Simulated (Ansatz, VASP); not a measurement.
**One calculation of MgO, two programs**

```
Mg O
1.0
     2.05880    2.05880    0.00000
    -2.05880    2.05880    0.00000
     0.00000    2.05880    2.09207
Mg O
1 1
Direct
  0.00000 0.00000 0.00000
  0.50000 0.50000 0.00000
```

Change from the starting cell: film at in-plane strain -0.01.

Alike in both runs: task single point; functional LDA; k mesh 10 × 10 × 10; no spin polarisation.

|  | VASP | Ansatz |
| --- | --- | --- |
| version | VASP 6.6.1 | Ansatz 0.2.0 |
| potentials or method | VASP PAW LDA potentials, release 64 (Mg, O), cutoff 520 eV | all-electron LAPW, scalar-relativistic |
| occupations | gaussian, width 0.01 eV | fixed |

VASP gave:

```
gap on the k mesh at the Fermi level (eV)       : 5.16
pressure (GPa)                                  : 0.9
largest component of the traceless stress (GPa) : 2.62
```

Question: Estimate Ansatz's values.

Answer: gap on the k mesh at the Fermi level (eV): 5.16; pressure (GPa): 2.9; largest component of the traceless stress (GPa): 2.61.

Ansatz ran all-electron here, so the differences hold the error of VASP's frozen core and of both bases.
